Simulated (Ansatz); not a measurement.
Density of states of Se (R-3, a = 10.703 Å, b = 10.703 Å, c = 4.567 Å, α = 90.00°, β = 90.00°, γ = 120.00°), in states per eV and primitive cell, averaged over bins of 0.3 eV. Theory: Ansatz, DFT PBEsol, scalar-relativistic, plane waves, PAW.

Cutoff 420 eV; k points 6×6×6 on the computed 6-atom cell (Γ-centred); Gaussian smearing, width 0.02 eV; no spin polarisation.

The cell is relaxed at this level. The states (both spins) are summed by tetrahedra on a 9×9×9 mesh at the self-consistent density. Energies are bin centres; the table starts no lower than −8 eV and ends at 6 eV, or lower where the solved bands end.

The gap is 0.98 eV at this level, with the zero inside it.

| E − E_F (eV) | total | Se 4p | Se 4s |
| --- | --- | --- | --- |
| -6.50 | 0.87 | 0.84 | 0.02 |
| -6.20 | 3.34 | 3.24 | 0.07 |
| -5.90 | 4.61 | 4.47 | 0.11 |
| -5.60 | 3.84 | 3.69 | 0.12 |
| -5.30 | 4.49 | 4.30 | 0.16 |
| -5.00 | 5.22 | 4.95 | 0.24 |
| -4.70 | 4.60 | 4.34 | 0.22 |
| -4.40 | 3.39 | 3.17 | 0.19 |
| -4.10 | 2.79 | 2.58 | 0.18 |
| -3.80 | 3.54 | 3.22 | 0.28 |
| -3.50 | 3.61 | 3.30 | 0.28 |
| -3.20 | 2.84 | 2.58 | 0.23 |
| -2.90 | 2.57 | 2.39 | 0.14 |
| -2.60 | 1.54 | 1.45 | 0.07 |
| -2.30 | 4.33 | 4.09 | 0.17 |
| -2.00 | 5.61 | 5.32 | 0.20 |
| -1.70 | 7.18 | 6.81 | 0.26 |
| -1.40 | 6.00 | 5.67 | 0.23 |
| -1.10 | 4.34 | 4.10 | 0.16 |
| -0.80 | 4.27 | 4.05 | 0.15 |
| -0.50 | 1.03 | 0.99 | 0.03 |
| -0.20 | 0.00 | 0.00 | 0.00 |
| 0.10 | 0.00 | 0.00 | 0.00 |
| 0.40 | 0.08 | 0.07 | 0.01 |
| 0.70 | 3.43 | 3.02 | 0.28 |
| 1.00 | 5.39 | 4.85 | 0.31 |
| 1.30 | 4.65 | 4.24 | 0.20 |
| 1.60 | 4.09 | 3.75 | 0.14 |
| 1.90 | 1.89 | 1.73 | 0.07 |
| 2.20 | 3.92 | 3.59 | 0.11 |
| 2.50 | 4.65 | 4.28 | 0.11 |
| 2.80 | 4.33 | 3.94 | 0.09 |
| 3.10 | 4.17 | 3.83 | 0.07 |
| 3.40 | 3.06 | 2.83 | 0.06 |
| 3.70 | 0.34 | 0.32 | 0.01 |
| 4.00 | 0.00 | 0.00 | 0.00 |
| 4.30 | 0.62 | 0.05 | 0.00 |
| 4.60 | 1.12 | 0.07 | 0.00 |
| 4.90 | 1.21 | 0.06 | 0.00 |
| 5.20 | 1.85 | 0.08 | 0.01 |
| 5.50 | 2.38 | 0.09 | 0.01 |
| 5.80 | 2.57 | 0.08 | 0.01 |

The columns after the total are the Löwdin projections on the occupied valence shells of the potentials. The rest of the total lies in shells that are empty in the free atom, which aren't projected, and between the atoms.

This form isn't the element's structure at ambient conditions.

Cost: 1 run of about 2.2 core-minutes, on Arm Neoverse V2 (shared hosts).